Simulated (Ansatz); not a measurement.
Crystal: Mn, diamond type, 2 atoms in the cell.

All numbers below come from PBE, plane waves, PAW datasets (earlier set, tuned by hand) in Ansatz.

Cutoff 720 eV; k-mesh 19×19×19 Γ-centred; Fermi–Dirac smearing of 0.0612 eV; no spin polarisation.

(1) What equilibrium volume, lattice constant and bulk modulus does this give?

## Answers

(1) V₀ = 15.172 Å³/atom (a₀ = 4.951 Å), B₀ = 146 GPa, B₀′ = 4.18. The points behind the fit:

```json
{"V (Å³/atom)": "14.269", "a (Å)": "4.8509", "E − E(min) (meV/atom)": "27.16", "P (GPa)": "10.16"}
{"V (Å³/atom)": "14.572", "a (Å)": "4.8851", "E − E(min) (meV/atom)": "11.55", "P (GPa)": "6.39"}
{"V (Å³/atom)": "14.876", "a (Å)": "4.9188", "E − E(min) (meV/atom)": "2.72", "P (GPa)": "2.99"}
{"V (Å³/atom)": "15.180", "a (Å)": "4.9520", "E − E(min) (meV/atom)": "0.00", "P (GPa)": "-0.07"}
{"V (Å³/atom)": "15.787", "a (Å)": "5.0172", "E − E(min) (meV/atom)": "10.56", "P (GPa)": "-5.32"}
```

The published all-electron PBE values for this crystal (mean of FLEUR and WIEN2k, k-spacing 0.06 Å⁻¹; Bosoni et al., Nat. Rev. Phys. 6, 45 (2024)) are V₀ = 15.172 Å³/atom, B₀ = 145.6 GPa, B₀′ = 4.18. This run's mesh is coarser (spacing 0.12 Å⁻¹), so part of any difference comes from k-sampling.

The stress includes the program's correction for the finite plane-wave basis.

This cubic structure is a model: it isn't the usual form of the substance at ambient conditions, and such phases are metastable or hypothetical. Spin polarisation is left out, and a magnetic state may lie lower.
